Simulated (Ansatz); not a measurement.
Crystal: Si3N4.

```
Si N
1.0
     4.13078    0.00000    0.00000
     0.00000    4.13078    0.00000
     0.00000    0.00000    4.13078
Si N
3 4
Direct
  0.00000 0.00000 0.50000
  0.50000 0.00000 0.00000
  0.00000 0.50000 0.00000
  0.23952 0.23952 0.76048
  0.76048 0.76048 0.76048
  0.23952 0.76048 0.23952
  0.76048 0.23952 0.23952
```

The cell was built by a generator and needn't be a form met in nature.

| Quantity | Value |
| --- | --- |
| Program | Ansatz 0.2.0 |
| Task | relaxation of cell and atoms |
| Functional | PBE |
| Dispersion | D3(BJ) |
| Potentials or basis | Ansatz PAW |
| Cutoff | 420 eV (not typed: the program's choice for these potentials) |
| k mesh | 7 × 7 × 7 |
| Occupations | fermi-dirac, width 0.05 eV |
| Spin | no spin polarisation |

At the start: volume 10.07 Å³/atom.

Task: How do energy, volume and symmetry change on relaxing?

Result: It ends after 7 steps and the volume is 9.86 Å³/atom (-2.1 %); space group P-43m (No. 215, to 0.05 Å).

The path:
```tsv
step	energy change (eV)	largest force (eV/Å)	volume (Å³)
1	0.0000	0.0117	70.48
2	-0.0200	0.0899	69.52
3	-0.0243	0.0349	69.06
4	-0.0245	0.0038	69.03
5	-0.0204	0.0036	69.03
6	-0.0205	0.0001	69.00
7	-0.0204	0.0001	69.00
```

Final structure:
```cif
data_structure
_symmetry_space_group_name_H-M 'P 1'
_symmetry_Int_Tables_number 1
_cell_length_a 4.1016
_cell_length_b 4.1016
_cell_length_c 4.1016
_cell_angle_alpha 90.000
_cell_angle_beta 90.000
_cell_angle_gamma 90.000
_cell_volume 69.00
loop_
_atom_site_label
_atom_site_type_symbol
_atom_site_fract_x
_atom_site_fract_y
_atom_site_fract_z
_atom_site_occupancy
Si1 Si 0.00000 0.00000 0.50000 1
Si2 Si 0.50000 0.00000 0.00000 1
Si3 Si 0.00000 0.50000 0.00000 1
N1 N 0.24088 0.24088 0.75912 1
N2 N 0.75912 0.75912 0.75912 1
N3 N 0.24088 0.75912 0.24088 1
N4 N 0.75912 0.24088 0.24088 1
```

Caveat: the plane-wave basis is chosen anew once the cell has moved, so the energies of steps on either side of that aren't comparable; the pressure holds a Pulay correction of +0.5 GPa for the finite cutoff.
